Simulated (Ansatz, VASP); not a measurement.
## Nb in VASP and in Ansatz

Contents of INCAR:

```
ALGO = Fast ; EDIFF = 1E-7
ENCUT = 520 ; GGA = PE
ISIF = 2 ; ISMEAR = -1
LASPH = T ; LCHARG = T
LELF = T ; LREAL = F
LVHAR = T ; LWAVE = F
NBANDS = 12 ; NELM = 80
PREC = Accurate ; SIGMA = 0.05
```

The input KPOINTS:

```
k-points
0
Gamma
  10 10 10
```

The input POSCAR:

```
Nb
1.0
    2.7013868326      0.0000000000      0.0000000000
    0.0000000000      2.7013868326      0.0000000000
    0.0000000000      0.0000000000      2.7013868326
Nb
1
Direct
    0.5000000000      0.5000000000      0.5000000000
```

input.yaml

```yaml
crystal:
  lattice:
    - [2.7013868326, 0.0, 0.0]
    - [0.0, 2.7013868326, 0.0]
    - [0.0, 0.0, 2.7013868326]
  atoms:
    - { symbol: Nb, position: [0.5, 0.5, 0.5] }
hamiltonian:
  xc: pbe
  pseudopotentials: { kind: paw, azcp: { folder: soft_1 } }
kpoints:
  mp_grid: { grid: [10, 10, 10] }
scf:
  occupations: { method: fermi_dirac, width: 0.05 }
output:
  forces: true
  stress: true
  eigenvalues: true
```

The cell was built by a generator and needn't be a form met in nature.

Alike in both runs: task single point; functional PBE; k mesh 10 × 10 × 10; occupations fermi-dirac, width 0.05 eV; no spin polarisation.

```csv
,VASP,Ansatz
version,VASP 6.6.1,Ansatz 0.2.0
potentials or method,"VASP PAW PBE potentials, release 64 (Nb_sv)",Ansatz PAW soft_1
plane-wave cutoff (eV),520,420
valence electrons in the cell,13,13
```

Ansatz gave:

* gap on the k mesh at the Fermi level (eV): none
* pressure (GPa): 3.1

Question: Estimate VASP's values.

Answer: gap on the k mesh at the Fermi level (eV): none; pressure (GPa): 2.9.

A gap of «none» marks a metal or a gap that the smearing closes. With one functional, cell and mesh, what is left measures potentials, basis and numerics.
